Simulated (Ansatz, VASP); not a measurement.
# NaH in VASP and in Ansatz

```
CELL_PARAMETERS angstrom
2.95512 0.00000 0.00000
0.00000 2.95512 0.00000
0.00000 0.00000 2.95512
ATOMIC_POSITIONS crystal
Na 0.00000 0.00000 0.00000
H 0.50000 0.50000 0.50000
```

The cell comes from a database or a generator and needn't be the stable form of this composition.

Alike in both runs: task single point; functional r2SCAN; k mesh 10 × 10 × 10; occupations gaussian, width 0.05 eV; no spin polarisation.

|  | VASP | Ansatz |
| --- | --- | --- |
| version | VASP 6.6.1 | Ansatz 0.2.0 |
| potentials or method | VASP PAW PBE potentials, release 64 (Na_pv, H) | scalar-relativistic, plane waves, PAW |
| plane-wave cutoff (eV) | 520 | 500 |
| valence electrons in the cell | 8 | 10 |

Ansatz gave:

```
gap on the k mesh at the Fermi level (eV) : 1.59
least direct gap on the mesh (eV)         : 5.09
pressure (GPa)                            : -0.6
```

Question: Which values does VASP return?

Answer: gap on the k mesh at the Fermi level (eV): 1.61; least direct gap on the mesh (eV): 5.10; pressure (GPa): -0.9.

The two sets of potentials don't hold the same shells in valence.

Caveats: the PAW data sets were made with another functional, which shifts forces and pressure a little (VASP). A k mesh can miss the band edges. r2SCAN opens gaps a little over a GGA but as a rule still falls short of measured ones.
